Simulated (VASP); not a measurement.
SiO2 (Stishovite), 6 atoms in the cell. The structure is tetragonal, space group P4_2/mnm (No. 136). The conventional cell has a = 4.154 Å, b = 4.154 Å, c = 2.665 Å, α = 90.00°, β = 90.00°, γ = 90.00°. Si (site symmetry mmm) has 6 O at 1.76 to 1.79 Å as nearest neighbours. O (site symmetry m2m) is surrounded by 3 Si at 1.76 to 1.79 Å. 

```yaml
Program: VASP 6.6.1
Task: relaxation of cell and atoms
Functional: LDA
Potentials_or_basis: VASP PAW LDA potentials, release 64 (Si, O)
Cutoff: 600 eV
k_mesh: 8 × 8 × 10
Occupations: gaussian, width 0.03 eV
Spin: no spin polarisation
Further_INCAR_settings: ALGO = Normal; EDIFF = 1e-07; IBRION = 2; EDIFFG = -0.005; NSW = 90; ISIF = 3
```

Potentials or basis: VASP PAW LDA potentials, release 64 (Si, O).

Run with:

```sh
$ cat potpaw_LDA.64/Si/POTCAR potpaw_LDA.64/O/POTCAR > POTCAR
$ mpirun -np 2 vasp_std > vasp.out
```

Hardware: 2 MPI ranks on Intel(R) Xeon(R) 6975P-C (Granite Rapids), with other jobs on the host.

Task: Estimate the wall time of this run.

Result: Wall time 25 s on 2 MPI ranks on Intel(R) Xeon(R) 6975P-C (Granite Rapids) (shared host), peak memory 0.19 GiB a rank. Counts: scf iterations 23, k points 90, ion steps 3.
